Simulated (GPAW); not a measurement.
Runs of GPAW 26.7.0 on SnO2 (Cassiterite). It takes space group P4_2/mnm (No. 136, tetragonal). Conventional cell: a = 4.738 Å, b = 4.738 Å, c = 3.187 Å, α = 90.00°, β = 90.00°, γ = 90.00°. Sn (site symmetry mmm) has 6 O at 2.05 to 2.06 Å as nearest neighbours. O (site symmetry m2m) has 3 Sn at 2.05 to 2.06 Å as nearest neighbours. 

```csv
task,level,potentials or basis,spin,cell,k mesh,cutoff (eV),maxiter,optimizer,fmax,max steps,target pressure,grid spacing,mesh quality,gap on the mesh (eV),pressure (GPa),V0 of scaled cells (Å³/atom),relaxed volume (Å³/atom),B0 (GPa),largest force (eV/Å)
relaxation of cell and atoms,WC,"PAW data sets generated in the run's folder for this functional, pw",off,relaxed to 2 GPa,4 × 4 × 5,800,150,BFGS,0.02 eV/Å,60,2 GPa,-,coarse,(d),1.9,-,-,-,0.01
single point,PBE,"GPAW PAW data sets (gpaw-data 1.2.1), pw",off,as given,5 × 5 × 7,600,120,-,-,-,-,-,not flagged,1.31,4.6,-,-,-,0.27
band structure,RPBE,"the program's PAW data sets (release 1.2.1) made for this functional, pw","SOC, no magnetisation",as given,4 × 4 × 5,800,150,-,-,-,-,-,coarse,1.40,14.2,-,-,-,0.30
relaxation of cell and atoms,BP86+D3,"PAW data sets generated in the run's folder for this functional, pw",off,relaxed to 20 GPa,4 × 4 × 5,800,150,LBFGS,0.02 eV/Å,40,20 GPa,-,coarse,1.98,20.3,-,-,-,0.02
relaxation of cell and atoms,BLYP+D3(BJ),"PAW data sets generated in the run's folder for this functional, pw",off,relaxed,4 × 4 × 5,800,150,LBFGS,0.05 eV/Å,60,-,-,coarse,0.91,-0.2,-,12.33,-,0.03
relaxation of cell and atoms,OLYP+D4,"PAW data sets generated in the run's folder for this functional, pw",off,relaxed to 2 GPa,4 × 4 × 5,800,150,FIRE,0.02 eV/Å,60,2 GPa,-,coarse,(a),1.9,-,-,-,0.01
band structure,PBE,"GPAW PAW data sets (gpaw-data 1.2.1), fd",off,as given,4 × 4 × 5,-,150,-,-,-,-,0.16 Å,coarse,1.32,-,-,-,-,0.25
relaxation of cell and atoms,OLYP,"PAW data sets generated in the run's folder for this functional, pw",off,relaxed,4 × 4 × 5,800,150,BFGS,0.02 eV/Å,100,-,-,coarse,0.93,0.0,-,12.59,-,-
equation of state,C09-vdW,"GPAW PAW data sets (gpaw-data 1.2.1), pw",off,as given,4 × 4 × 5,800,150,-,-,-,-,-,coarse,-,-,12.22,-,(b),-
equation of state,PBEsol,"PAW data sets generated in the run's folder for this functional, pw",off,as given,6 × 6 × 8,800,150,-,-,-,-,-,not flagged,-,-,(c),-,202,-
```

Alike in all rows: smearing fermi-dirac 0.05 eV.

**Question.** Estimate the missing entries.

**Answer.** (a) 1.61; (b) 198; (c) 12.11; (d) 1.12.

Caveats: some runs use coarse meshes; spin-orbit coupling is left out, which moves the levels of the heavy elements (some runs); later steps reuse the first step's grids (some runs); the cell was scaled at fixed shape and fractional positions, which overstates the stiffness of a crystal with free parameters, most of all of layers and chains (some runs); the cutoff is short for stress and forces, so pressures can be off by a GPa or more (some runs); spin-orbit coupling was added after a scalar SCF, so levels and gaps hold it while energy, forces, pressure and moments don't (some runs); this program's spin-orbit splittings come out too wide for heavy elements (some runs); the real-space grid adds noise to forces (some runs).

A k mesh can miss the band edges, and rows without SOC leave out spin-orbit coupling on Sn.
